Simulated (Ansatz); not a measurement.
Is this SiC4 stable against decomposition?

All numbers below come from Ansatz, DFT PBE, scalar-relativistic, plane waves, PAW. All cells share a 420 eV cutoff and Γ-centred k meshes spaced at most about 0.3 Å⁻¹ (about 0.25 or finer for metals, 2π included). No spin polarisation.

Energies over the elements count from the elements' standard structures at the same level, with no fitted energy shifts.

These are static total energies at zero pressure. Weakly bound directions are ill-defined at this level, which has no dispersion term (SiC4 P6_3/mmc). The reference form of C is held partly by dispersion forces, which this level lacks.

The competitors are the elements and 1 reference phase of this chemical system (from databases or known types: SiC), relaxed at the same level; other known phases may be missing.

The candidate was reached from: Si and C ordered on hcp sites.

```
Si C
1.0
     2.46991    0.00000    0.00000
    -1.23495    2.13900    0.00000
     0.00000    0.00000   26.71631
Si C
2 8
Direct
  0.33333 0.66667 0.75000
  0.66667 0.33333 0.25000
  0.33333 0.66667 0.91763
  0.33333 0.66667 0.08237
  0.33333 0.66667 0.41763
  0.33333 0.66667 0.58237
  0.66667 0.33333 0.58237
  0.66667 0.33333 0.91763
  0.66667 0.33333 0.08237
  0.66667 0.33333 0.41763
```

Problem. Into what would it decompose?

Solution. Its formation energy is 0.193 eV/atom. The lowest competing mixture at this composition is this:

```csv
phase,space group,source,share of atoms,ΔE_f (eV/atom)
C,-,element,0.6000,-0.0002
SiC,P6_3mc (No. 186),Materials Project,0.4000,-0.204
```

The lowest database cell of C (-0.0002) lies slightly below the reference, hence the non-zero entry.

The mixture lies at -0.082 eV/atom, and the candidate lies 0.28 eV/atom above it (0.27 eV/atom from unrounded values). The candidate matches no cell in the subsets of the Crystallography Open Database and the Materials Project at hand. A phase this far over the hull is unlikely to be made. It holds Si–Si nets (shortest 2.47 Å) and C–C nets (shortest 1.43 Å).
